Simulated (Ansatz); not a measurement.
Theory: Ansatz 0.2.0, DFT PBE, scalar-relativistic, plane waves, PAW. Settings: cutoff 420 eV, Γ-centred meshes spaced at most about 0.3 Å⁻¹, and about 0.25 Å⁻¹ or finer for metals (2π included), Gaussian smearing. No spin polarisation.

All energies are static (0 K, no zero-point motion).

Two relaxed structures of Mg₂Zn₃O:

A.

```xyz
12
Lattice="3.0078 0.0000 0.0000 -1.5039 2.6048 0.0000 0.0000 0.0000 22.5269" Properties=species:S:1:pos:R:3 pbc="T T T"
Mg    1.5039    0.8683   12.5355
Mg    0.0000    1.7366    9.9913
Mg    0.0000    1.7366    1.2721
Mg    1.5039    0.8683   21.2548
Zn    0.0000    0.0000   18.9775
Zn    0.0000    1.7366   16.8951
Zn    0.0000    0.0000   14.8128
Zn    0.0000    0.0000    7.7141
Zn    1.5039    0.8683    5.6317
Zn    0.0000    0.0000    3.5493
O     0.0000    0.0000   11.2634
O     0.0000    0.0000    0.0000
```

B.

```xyz
12
Lattice="2.9988 0.0000 0.0000 0.0000 2.9988 0.0000 0.0000 0.0000 19.4033" Properties=species:S:1:pos:R:3 pbc="T T T"
Mg    1.4994    0.0000   15.9343
Mg    1.4994    0.0000    1.0743
Mg    0.0000    1.4994    3.4690
Mg    0.0000    1.4994   18.3289
Zn    0.0000    1.4994   14.0099
Zn    1.4994    0.0000    5.3933
Zn    0.0000    1.4994    7.0539
Zn    1.4994    0.0000   12.3493
Zn    0.0000    1.4994   10.5782
Zn    1.4994    0.0000    8.8251
O     1.4994    0.0000   18.3208
O     0.0000    1.4994    1.0825
```

Question: Which would you expect to be lower, and how large is the difference?

Answer: B is lower, by 26 meV/atom. A has space group P6_3/mmc (No. 194), 14.7 Å³/atom and no gap on its mesh; B has space group P4/nmm (No. 129), 14.5 Å³/atom and no gap. In A, Mg is surrounded by 3 O at 2.15 Å, 3 Zn at 2.86 Å and 9 Mg at 3.01–3.08 Å; Zn on a site of symmetry 3m is surrounded by 3 Zn at 2.71 Å, 3 Mg at 2.86 Å and 6 Zn at 3.01 Å; O is surrounded by 6 Mg at 2.15 Å; 1 more site not described. In B, Mg on its first site is surrounded by 1 O at 2.39 Å, 4 Zn at 2.86 Å, 4 Mg at 3.00 Å and 4 Mg at 3.20 Å; Zn on its first site is surrounded by 4 Zn at 2.69 Å, 4 Mg at 2.86 Å, 4 Zn at 3.00 Å and 1 Zn at 3.43 Å; O has 5 Mg at 2.12–2.16 Å and 1 Mg at 2.39 Å; 3 more sites not described. Both come from invented guesses. The lowest form computed isn't among them: it has space group P-3m1 (No. 164), 14.7 Å³/atom and lies 13 meV/atom below the best shown.

The k mesh leaves some 4 meV/atom of noise in the energy of each metallic cell. Cells relaxed within their symmetry can be saddle points. Some candidate types were left out of the draw beforehand, so a known form may be missing.
